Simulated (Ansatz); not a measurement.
Re, DFT, PBE, PAW with Ansatz's default frozen-core files, fully relativistic files with spin-orbit coupling (Ansatz 0.2.0), run on 1 thread of Intel(R) Xeon(R) Platinum 8175M CPU @ 2.50GHz (Skylake/Cascade Lake) on a shared host.

The cell was built from the sc type and relaxed in the same program, and has space group Pm-3m; it needn't be a known or the stable phase.

Command: `ansatz run input.yaml --threads 1 --pin off --max-ram 2048MiB --backend cpu --events-out ev --progress --plain --runs-dir out`

```yaml
crystal:
  lattice:
    - [2.580332561, 0.0, 0.0]
    - [0.0, 2.580332561, 0.0]
    - [0.0, 0.0, 2.580332561]
  atoms:
    - { symbol: Re, position: [0.0, 0.0, 0.0] }
kpoints:
  mp_grid: { grid: [12, 12, 12] }
  band_path:
    path:
      - [0.0, 0.0, 0.0]
      - [0.0, 0.5, 0.0]
      - [0.5, 0.5, 0.0]
      - [0.0, 0.0, 0.0]
      - [0.5, 0.5, 0.5]
      - [0.0, 0.5, 0.0]
      - [0.5, 0.5, 0.5]
      - [0.5, 0.5, 0.0]
    npoints: 5
scf:
  occupations: { method: fermi_dirac, width: 0.08 }
hamiltonian:
  xc: pbe
  pseudopotentials: { kind: paw_fr }
output:
  forces: true
  stress: true
  eigenvalues: true
  efg: { contact_densities: true }
magnetization:
  noncollinear: true
  spin_orbit: true
```

Question: How large is the problem that the program sets up?

Answer: 84 irreducible k-points, 341 plane waves at Γ, 24 bands.

Question: Estimate the wall time.

Answer: 11 s of wall time for 6 SCF iterations. Times on shared machines scatter by tens of per cent.

Question: And the same cell and mesh by LAPW (all electrons), asked for forces, stress, eigenvalues, noncollinear, spin_orbit and the same band path, on the same hardware?

Answer: 110 s.
